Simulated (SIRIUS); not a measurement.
# Sn (Fd-3m) in SIRIUS: further runs

The runs below take Sn through equation of state, with PBEsol.

Program: SIRIUS 7.12.0. These are calculated values, not measurements. Logs are shortened: lines on timing, memory, paths and dates and some standing lists are left out, and cuts for length are marked. The log counts tension as positive stress, the text compression.

**1. The crystal as given**

Symmetry: Fd-3m, No. 227, cubic system. The conventional cell has a = 6.467 Å, b = 6.467 Å, c = 6.467 Å, α = 90.00°, β = 90.00°, γ = 90.00°. Around Sn (site symmetry -43m) lie 4 Sn at 2.80 Å.

This isn't the form of Sn at room conditions, which is tetragonal (white tin).

**2. Equation of state, PBEsol, 31.77 Å³/atom (volume scaled by 0.94)**

File sirius.json:

```json
{
  "control": {
    "processing_unit": "cpu",
    "std_evp_solver_name": "lapack",
    "gen_evp_solver_name": "lapack",
    "verbosity": 2,
    "print_forces": false,
    "ortho_rf": true,
    "use_second_variation": true,
    "rmt_max": 3.0,
    "num_bands_to_print": 24,
    "save_wf": true
  },
  "parameters": {
    "electronic_structure_method": "full_potential_lapwlo",
    "xc_functionals": ["XC_GGA_X_PBE_SOL", "XC_GGA_C_PBE_SOL"],
    "core_relativity": "dirac",
    "valence_relativity": "iora",
    "num_fv_states": 29,
    "smearing": "fermi_dirac",
    "smearing_width": 0.0018374661,
    "pw_cutoff": 20,
    "gk_cutoff": 3.31,
    "lmax_apw": 10,
    "lmax_rho": 8,
    "lmax_pot": 8,
    "num_mag_dims": 0,
    "auto_rmt": 0,
    "ngridk": [7, 7, 7],
    "shiftk": [0, 0, 0],
    "num_dft_iter": 80,
    "energy_tol": 1e-07,
    "density_tol": 1e-05,
    "use_symmetry": true
  },
  "settings": {"tol_ne": 1e-10},
  "iterative_solver": {"type": "exact"},
  "mixer": {"type": "anderson", "beta": 0.5, "max_history": 8},
  "unit_cell": {
    "lattice_vectors": [[0.0, 5.9854007813, 5.9854007813], [5.9854007813, 0.0, 5.9854007813], [5.9854007813, 5.9854007813, 0.0]],
    "atom_types": ["Sn"],
    "atom_files": {"Sn": "Sn.json"},
    "atoms": {"Sn": [[0.75, 0.75, 0.75], [0.5, 0.5, 0.5]]}
  }
}
```

File Sn.json:

```json
{
  "name": "tin",
  "symbol": "Sn",
  "number": 50,
  "mass": 118.71,
  "rmin": 1e-06,
  "rmt": 2.54,
  "nrmt": 800,
  "rinf": 17.22,
  "core": "1s2s2p3s3p3d",
  "valence": [
    {"basis": [{"enu": -0.01, "dme": 0, "n": 0, "auto": 0}, {"enu": -0.01, "dme": 1, "n": 0, "auto": 0}]},
    {"l": 0, "n": 1, "basis": [{"enu": 0.013, "dme": 0, "n": 0, "auto": 0}]},
    {"l": 1, "n": 2, "basis": [{"enu": 0.09, "dme": 0, "n": 0, "auto": 0}]},
    {"l": 2, "n": 3, "basis": [{"enu": 0.09, "dme": 0, "n": 0, "auto": 0}]},
    {"l": 3, "n": 4, "basis": [{"enu": 0.09, "dme": 0, "n": 0, "auto": 0}]}
  ],
  "lo": [
    {"l": 0, "basis": [{"enu": 0.013, "dme": 0, "n": 0, "auto": 0}, {"enu": 0.013, "dme": 1, "n": 0, "auto": 0}]},
    {
      "l": 0,
      "basis": [{"enu": -4.6645, "dme": 0, "n": 4, "auto": 1}, {"enu": -4.6645, "dme": 1, "n": 4, "auto": 1}]
    },
    {
      "l": 0,
      "basis": [{"enu": -4.6645, "dme": 1, "n": 4, "auto": 1}, {"enu": 0.013, "dme": 0, "n": 0, "auto": 0}]
    },
    {"l": 0, "basis": [{"enu": 0.013, "dme": 0, "n": 0, "auto": 0}, {"enu": 2.493, "dme": 0, "n": 0, "auto": 0}]},
    {"l": 1, "basis": [{"enu": 0.09, "dme": 0, "n": 0, "auto": 0}, {"enu": 0.09, "dme": 1, "n": 0, "auto": 0}]},
    {
      "l": 1,
      "basis": [{"enu": -3.0543, "dme": 0, "n": 4, "auto": 1}, {"enu": -3.0543, "dme": 1, "n": 4, "auto": 1}]
    },
    {
      "l": 1,
      "basis": [{"enu": -3.0543, "dme": 1, "n": 4, "auto": 1}, {"enu": 0.09, "dme": 0, "n": 0, "auto": 0}]
    },
    {"l": 1, "basis": [{"enu": 0.09, "dme": 0, "n": 0, "auto": 0}, {"enu": 2.942, "dme": 0, "n": 0, "auto": 0}]},
    {"l": 2, "basis": [{"enu": 0.09, "dme": 0, "n": 0, "auto": 0}, {"enu": 0.09, "dme": 1, "n": 0, "auto": 0}]},
    {
      "l": 2,
      "basis": [{"enu": -0.7216, "dme": 0, "n": 4, "auto": 1}, {"enu": -0.7216, "dme": 1, "n": 4, "auto": 1}]
    },
    {
      "l": 2,
      "basis": [{"enu": -0.7216, "dme": 1, "n": 4, "auto": 1}, {"enu": 0.09, "dme": 0, "n": 0, "auto": 0}]
    },
    {"l": 2, "basis": [{"enu": 0.09, "dme": 0, "n": 0, "auto": 0}, {"enu": 3.314, "dme": 0, "n": 0, "auto": 0}]},
    {"l": 3, "basis": [{"enu": 0.09, "dme": 0, "n": 0, "auto": 0}, {"enu": 0.09, "dme": 1, "n": 0, "auto": 0}]},
    {"l": 3, "basis": [{"enu": 0.09, "dme": 0, "n": 0, "auto": 0}, {"enu": 2.787, "dme": 0, "n": 0, "auto": 0}]}
  ],
  "free_atom": [... radial grid and density of the free atom, the start of the SCF ...]
}
```

File sirius_start.json:

```json
{
  "control": {
    "processing_unit": "cpu",
    "std_evp_solver_name": "lapack",
    "gen_evp_solver_name": "lapack",
    "verbosity": 1,
    "print_forces": false,
    "ortho_rf": true,
    "use_second_variation": true,
    "rmt_max": 3.0,
    "num_bands_to_print": 24,
    "save_wf": false
  },
  "parameters": {
    "electronic_structure_method": "full_potential_lapwlo",
    "xc_functionals": ["XC_LDA_X", "XC_LDA_C_PW"],
    "core_relativity": "dirac",
    "valence_relativity": "iora",
    "num_fv_states": 29,
    "smearing": "fermi_dirac",
    "smearing_width": 0.0055123983,
    "pw_cutoff": 20,
    "gk_cutoff": 2.65,
    "lmax_apw": 10,
    "lmax_rho": 8,
    "lmax_pot": 8,
    "num_mag_dims": 0,
    "auto_rmt": 0,
    "ngridk": [3, 3, 3],
    "shiftk": [0, 0, 0],
    "num_dft_iter": 30,
    "energy_tol": 0.01,
    "density_tol": 0.05,
    "use_symmetry": true
  },
  "settings": {"tol_ne": 1e-10},
  "iterative_solver": {"type": "exact"},
  "mixer": {"type": "anderson", "beta": 0.5, "max_history": 8},
  "unit_cell": {
    "lattice_vectors": [[0.0, 5.9854007813, 5.9854007813], [5.9854007813, 0.0, 5.9854007813], [5.9854007813, 5.9854007813, 0.0]],
    "atom_types": ["Sn"],
    "atom_files": {"Sn": "Sn.json"},
    "atoms": {"Sn": [[0.75, 0.75, 0.75], [0.5, 0.5, 0.5]]}
  }
}
```

Potentials or basis: all-electron FP-LAPW, apw+lo standard.

On the command line:

```
> OMP_NUM_THREADS=1 sirius.scf --input=sirius_start.json --output=start.json
> OMP_NUM_THREADS=1 sirius.scf --input=sirius.json --output=output.json --task=1
```

Output:

```text
[info] SIRIUS version : 7.12.0
[info] number of MPI ranks           : 1
[info] MPI grid                      : 1 1
[info] maximum number of OMP threads : 1
[fft] FFT context for density and potential
[fft] =====================================
[fft]   plane wave cutoff                     : 20
[fft]   grid size                             : 60 60 60   total : 216000
[fft]   grid limits                           : -29 30   -29 30   -29 30
[fft]   number of G-vectors within the cutoff : 57967
[fft]   number of G-shells                    : 1498
[fft] FFT context for coarse grid
[fft] =====================================
[fft]   plane wave cutoff                     : 6.62
[fft]   grid size                             : 20 20 20   total : 8000
[fft]   grid limits                           : -9 10   -9 10   -9 10
[fft]   number of G-vectors within the cutoff : 2085
[fft]   number of G-shells                    : 79
[unit cell] lattice vectors
[unit cell]   a1 :       0.0000000000      5.9854007813      5.9854007813
[unit cell]   a2 :       5.9854007813      0.0000000000      5.9854007813
[unit cell]   a3 :       5.9854007813      5.9854007813      0.0000000000
[unit cell] reciprocal lattice vectors
[unit cell]   b1 :      -0.5248759053      0.5248759053      0.5248759053
[unit cell]   b2 :       0.5248759053     -0.5248759053      0.5248759053
[unit cell]   b3 :       0.5248759053      0.5248759053     -0.5248759053
[unit cell] unit cell volume :       428.85423548 [a.u.^3]
[unit cell] 1/sqrt(omega)    :         0.04828866
[unit cell] MT volume        :       137.28394634 (32.01%)
[unit cell] IT volume        :       291.57028914 (67.99%)
[unit cell] number of atom types : 1
[unit cell] type id : 0 symbol : Sn mt_radius :   2.540000 num_atoms : 2
[unit cell] total number of atoms : 2
[unit cell] number of symmetry classes : 1
[unit cell] atom id  type id  class id             position                      vector_field
[unit cell] ------------------------------------------------------------------------------------------
[unit cell]      0        0        0      0.75000   0.75000   0.75000      0.00000   0.00000   0.00000
[unit cell]      1        0        0      0.50000   0.50000   0.50000      0.00000   0.00000   0.00000
[... 280 lines left out ...]
[diagonalize] ...
[diagonalize] ik:   15   -4.576535   -4.576527   -2.953421   -2.953412   -2.952987   -2.952934   -2.952502   -2.952498   -0.625513   -0.624936   -0.619028   -0.617543   -0.612945   -0.612525   -0.610487   -0.609013   -0.602675   -0.602156   -0.112939   -0.102348    0.057097    0.082695    0.206286    0.243444
[diagonalize] ik:   16   -4.576579   -4.576484   -2.953396   -2.953377   -2.953184   -2.952736   -2.952543   -2.952523   -0.624795   -0.624748   -0.620987   -0.617205   -0.615222   -0.612162   -0.608531   -0.607342   -0.603280   -0.603064   -0.181283   -0.015973    0.073977    0.114803    0.255853    0.267983
[diagonalize] ik:   17   -4.576561   -4.576501   -2.953414   -2.953391   -2.953122   -2.952798   -2.952528   -2.952505   -0.625652   -0.625002   -0.619388   -0.616021   -0.614569   -0.612525   -0.610070   -0.608928   -0.602749   -0.602151   -0.151888   -0.061191    0.054075    0.098466    0.260010    0.286507
[diagonalize] ik:   18   -4.576548   -4.576514   -2.953417   -2.953411   -2.953040   -2.952879   -2.952508   -2.952501   -0.625441   -0.625337   -0.619081   -0.615921   -0.614428   -0.611903   -0.611235   -0.608944   -0.602362   -0.602281   -0.134776   -0.077079    0.058911    0.072147    0.245133    0.255301
[diagonalize] ik:   19   -4.576543   -4.576520   -2.953425   -2.953408   -2.953028   -2.952894   -2.952511   -2.952497   -0.625971   -0.625377   -0.618014   -0.614941   -0.614016   -0.612512   -0.612265   -0.609886   -0.602300   -0.601762   -0.123388   -0.088520    0.041950    0.074946    0.259322    0.328083
[generate_core_charge_density] atom class : 0
[generate_core_charge_density]   n,l,k : 1 0 1  energy :       -1064.70631976
[generate_core_charge_density]   n,l,k : 2 0 1  energy :        -160.42041087
[generate_core_charge_density]   n,l,k : 2 1 1  energy :        -149.84765728
[generate_core_charge_density]   n,l,k : 2 1 2  energy :        -141.37769191
[generate_core_charge_density]   n,l,k : 3 0 1  energy :         -30.68101919
[generate_core_charge_density]   n,l,k : 3 1 1  energy :         -26.38556219
[generate_core_charge_density]   n,l,k : 3 1 2  energy :         -24.83881471
[generate_core_charge_density]   n,l,k : 3 2 2  energy :         -17.24067251
[generate_core_charge_density]   n,l,k : 3 2 3  energy :         -16.92122275
[find] Total energy                   :  -12352.69234222 (Ha),  -24705.38468444 (Ry)
[find] iteration : 1, RMS (target) : 1.2985e-01 (1.0000e-05) , energy difference (target) : 3.4442e-05 (1.0000e-07)
[find] Total energy                   :  -12352.69229900 (Ha),  -24705.38459800 (Ry)
[find] iteration : 2, RMS (target) : 3.7604e-03 (1.0000e-05) , energy difference (target) : 4.3220e-05 (1.0000e-07)
[find] Total energy                   :  -12352.69231088 (Ha),  -24705.38462177 (Ry)
[find] iteration : 3, RMS (target) : 1.0586e-03 (1.0000e-05) , energy difference (target) : -1.1884e-05 (1.0000e-07)
[find] Total energy                   :  -12352.69231414 (Ha),  -24705.38462828 (Ry)
[find] iteration : 4, RMS (target) : 1.3905e-04 (1.0000e-05) , energy difference (target) : -3.2567e-06 (1.0000e-07)
[... 13 lines left out ...]
[find] valence_eval_sum               :     -65.93255494
[find] core_eval_sum                  :   -7398.60564405
[find] kinetic energy                 :   13001.57101804
[find] enuc                           :  -15009.79142771
[find] <rho|V^{XC}>                   :    -427.55470212
[find] <rho|E^{XC}>                   :    -325.19458127
[find] <mag|B^{XC}>                   :       0.00000000
[find] <rho|V^{H}>                    :  -20038.55451491
[find] smearing (-TS)                 :      -0.00005859
[find] SCF correction                 :      -0.00006540
[find] Total energy                   :  -12352.69231380 (Ha),  -24705.38462759 (Ry)
[find] Free energy (E-TS)             :  -12352.69237239 (Ha),  -24705.38474478 (Ry)
[find] band gap (eV)                  :       0.00000000
[find] Efermi                         :       0.18179746
[find] iteration : 6, RMS (target) : 2.5553e-06 (1.0000e-05) , energy difference (target) : 5.3478e-10 (1.0000e-07)
[find] converged after 7 SCF iterations!
[find] Charges and magnetic moments
[find] --------------------------------------------------------------------------------
[find] atom      charge    core leakage
[find] --------------------------------------------------------------------------------
[find]    0   48.148960    8.178354e-11
[find]    1   48.148960    8.178354e-11
[find] total core leakage    : 1.63567081e-10
[find] interstitial charge   : 3.702075
[find] total charge          : 99.999996
[find] Energy
[find] --------------------------------------------------------------------------------
[find] valence_eval_sum               :     -65.93255494
[find] core_eval_sum                  :   -7398.60564405
[find] kinetic energy                 :   13001.57101804
[find] enuc                           :  -15009.79142771
[find] <rho|V^{XC}>                   :    -427.55470212
[find] <rho|E^{XC}>                   :    -325.19458127
[find] <mag|B^{XC}>                   :       0.00000000
[find] <rho|V^{H}>                    :  -20038.55451491
[find] smearing (-TS)                 :      -0.00005859
[find] SCF correction                 :      -0.00006540
[find] Total energy                   :  -12352.69231380 (Ha),  -24705.38462759 (Ry)
[find] Free energy (E-TS)             :  -12352.69237239 (Ha),  -24705.38474478 (Ry)
[find] band gap (eV)                  :       0.00000000
[find] Efermi                         :       0.18179746
```

Wall time 36 s (1 thread of Arm Neoverse V2, shared host); peak memory 0.46 GiB.

Results:

```yaml
Free_energy: -336133.8833 eV
Band_gap_on_the_k_mesh: none (metal or under the smearing width)
All_electrons_inside_the_program's_atomic_spheres: Sn 48.15 (radii Sn 2.54 bohr)
```

**3. Equation of state, PBEsol, 32.45 Å³/atom (volume scaled by 0.96)**

Edit sirius.json of step 2 so:

```diff
@@ -39,3 +39,3 @@
   "unit_cell": {
-    "lattice_vectors": [[0.0, 5.9854007813, 5.9854007813], [5.9854007813, 0.0, 5.9854007813], [5.9854007813, 5.9854007813, 0.0]],
+    "lattice_vectors": [[0.0, 6.0275528798, 6.0275528798], [6.0275528798, 0.0, 6.0275528798], [6.0275528798, 6.0275528798, 0.0]],
     "atom_types": ["Sn"],
```

File Sn.json:

```json
{
  "name": "tin",
  "symbol": "Sn",
  "number": 50,
  "mass": 118.71,
  "rmin": 1e-06,
  "rmt": 2.54,
  "nrmt": 800,
  "rinf": 17.22,
  "core": "1s2s2p3s3p3d",
  "valence": [
    {"basis": [{"enu": -0.02, "dme": 0, "n": 0, "auto": 0}, {"enu": -0.02, "dme": 1, "n": 0, "auto": 0}]},
    {"l": 0, "n": 1, "basis": [{"enu": 0.003, "dme": 0, "n": 0, "auto": 0}]},
    {"l": 1, "n": 2, "basis": [{"enu": 0.08, "dme": 0, "n": 0, "auto": 0}]},
    {"l": 2, "n": 3, "basis": [{"enu": 0.08, "dme": 0, "n": 0, "auto": 0}]},
    {"l": 3, "n": 4, "basis": [{"enu": 0.08, "dme": 0, "n": 0, "auto": 0}]}
  ],
  "lo": [
    {"l": 0, "basis": [{"enu": 0.003, "dme": 0, "n": 0, "auto": 0}, {"enu": 0.003, "dme": 1, "n": 0, "auto": 0}]},
    {
      "l": 0,
      "basis": [{"enu": -4.6745, "dme": 0, "n": 4, "auto": 1}, {"enu": -4.6745, "dme": 1, "n": 4, "auto": 1}]
    },
    {
      "l": 0,
      "basis": [{"enu": -4.6745, "dme": 1, "n": 4, "auto": 1}, {"enu": 0.003, "dme": 0, "n": 0, "auto": 0}]
    },
    {"l": 0, "basis": [{"enu": 0.003, "dme": 0, "n": 0, "auto": 0}, {"enu": 2.483, "dme": 0, "n": 0, "auto": 0}]},
    {"l": 1, "basis": [{"enu": 0.08, "dme": 0, "n": 0, "auto": 0}, {"enu": 0.08, "dme": 1, "n": 0, "auto": 0}]},
    {
      "l": 1,
      "basis": [{"enu": -3.0643, "dme": 0, "n": 4, "auto": 1}, {"enu": -3.0643, "dme": 1, "n": 4, "auto": 1}]
    },
    {
      "l": 1,
      "basis": [{"enu": -3.0643, "dme": 1, "n": 4, "auto": 1}, {"enu": 0.08, "dme": 0, "n": 0, "auto": 0}]
    },
    {"l": 1, "basis": [{"enu": 0.08, "dme": 0, "n": 0, "auto": 0}, {"enu": 2.932, "dme": 0, "n": 0, "auto": 0}]},
    {"l": 2, "basis": [{"enu": 0.08, "dme": 0, "n": 0, "auto": 0}, {"enu": 0.08, "dme": 1, "n": 0, "auto": 0}]},
    {
      "l": 2,
      "basis": [{"enu": -0.7316, "dme": 0, "n": 4, "auto": 1}, {"enu": -0.7316, "dme": 1, "n": 4, "auto": 1}]
    },
    {
      "l": 2,
      "basis": [{"enu": -0.7316, "dme": 1, "n": 4, "auto": 1}, {"enu": 0.08, "dme": 0, "n": 0, "auto": 0}]
    },
    {"l": 2, "basis": [{"enu": 0.08, "dme": 0, "n": 0, "auto": 0}, {"enu": 3.304, "dme": 0, "n": 0, "auto": 0}]},
    {"l": 3, "basis": [{"enu": 0.08, "dme": 0, "n": 0, "auto": 0}, {"enu": 0.08, "dme": 1, "n": 0, "auto": 0}]},
    {"l": 3, "basis": [{"enu": 0.08, "dme": 0, "n": 0, "auto": 0}, {"enu": 2.777, "dme": 0, "n": 0, "auto": 0}]}
  ],
  "free_atom": [... radial grid and density of the free atom, the start of the SCF ...]
}
```

Edit sirius_start.json of step 2 so:

```diff
@@ -39,3 +39,3 @@
   "unit_cell": {
-    "lattice_vectors": [[0.0, 5.9854007813, 5.9854007813], [5.9854007813, 0.0, 5.9854007813], [5.9854007813, 5.9854007813, 0.0]],
+    "lattice_vectors": [[0.0, 6.0275528798, 6.0275528798], [6.0275528798, 0.0, 6.0275528798], [6.0275528798, 6.0275528798, 0.0]],
     "atom_types": ["Sn"],
```

Potentials or basis: all-electron FP-LAPW, apw+lo standard.

On the command line:

```
> OMP_NUM_THREADS=1 sirius.scf --input=sirius_start.json --output=start.json
> OMP_NUM_THREADS=1 sirius.scf --input=sirius.json --output=output.json --task=1
```

Wall time 37 s (1 thread of Arm Neoverse V2, shared host); peak memory 0.46 GiB.

Results (log left out):

```
Free energy                                       : -336133.9206 eV
Band gap on the k mesh                            : none (metal or under the smearing width)
All electrons inside the program's atomic spheres : Sn 48.13 (radii Sn 2.54 bohr)
```

(Part 1 of 2 ends here.)
